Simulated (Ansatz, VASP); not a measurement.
## KBr in VASP and in Ansatz

```
CELL_PARAMETERS angstrom
0.00000 3.42420 3.55590
3.42420 0.00000 3.55590
3.42420 3.42420 0.00000
ATOMIC_POSITIONS crystal
K 0.00000 0.00000 0.00000
Br 0.50000 0.50000 0.50000
```

Change from the starting cell: strain +0.040 along x and y, +0.080 along z, atoms carried along.

Alike in both runs: task single point; functional PBEsol; k mesh 6 × 6 × 6; occupations gaussian, width 0.05 eV; no spin polarisation.

```csv
,VASP,Ansatz
version,VASP 6.6.1,Ansatz 0.2.0
potentials or method,"VASP PAW PBE potentials, release 64 (K_sv, Br)","scalar-relativistic, plane waves, PAW"
plane-wave cutoff (eV),520,420
valence electrons in the cell,16,16
```

|  | VASP | Ansatz | Ansatz less VASP |
| --- | --- | --- | --- |
| gap on the k mesh at the Fermi level (eV) | 3.95 | 3.96 | +0.002 |
| least direct gap on the mesh (eV) | 3.95 | 3.96 | +0.002 |
| pressure (GPa) | -1.7 | -1.7 | -0.02 |
| largest component of the traceless stress (GPa) | 0.22 | 0.21 | -0.007 |

Caveats: the PAW data sets were made with another functional, which shifts forces and pressure a little (VASP).
